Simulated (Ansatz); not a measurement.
## Strength of the C–C bond: C7H14 → C4H9 + C3H5

Species: C7H14 (1-heptene) `C=CCCCCC`, singlet; C4H9 (1-butyl radical) `[CH2]CCC`, doublet; C3H5 `[CH2]C=C`, doublet. 

Shapes, held fixed at every level: PBE0-D4/def2-TZVP. Flexible molecules stand in one conformer, not always the lowest. Programs: Ansatz 0.2.0. Electronic energies: no zero-point or thermal term.

Task: Estimate ΔE of this reaction.

Result: B2PLYP/def2-TZVPP gives ΔE = +309.9 kJ/mol; the levels span +181.9 to +332.4. The median of the levels is +309.9. Hartree–Fock misses the correlation of the pair that is broken and comes out low. No measured value is set beside it here. Spin contamination: C3H5 (⟨S²⟩ up to 0.95). Open shells run unrestricted unless RO is named.

```tsv
level	kind	ΔE (kJ/mol)
HF/def2-TZVPP	Hartree–Fock	+181.9
PBE-D4/def2-TZVPP	GGA	+316.9
r2SCAN-D4/def2-TZVPP	meta-GGA	+286.1
B3LYP-D4/def2-TZVPP	global hybrid	+302.8
wB97M-V/def2-TZVPP	range-separated hybrid	+332.4
wB97X-V/def2-TZVPP	range-separated hybrid	+331.7
B2PLYP/def2-TZVPP	double hybrid	+309.9
```
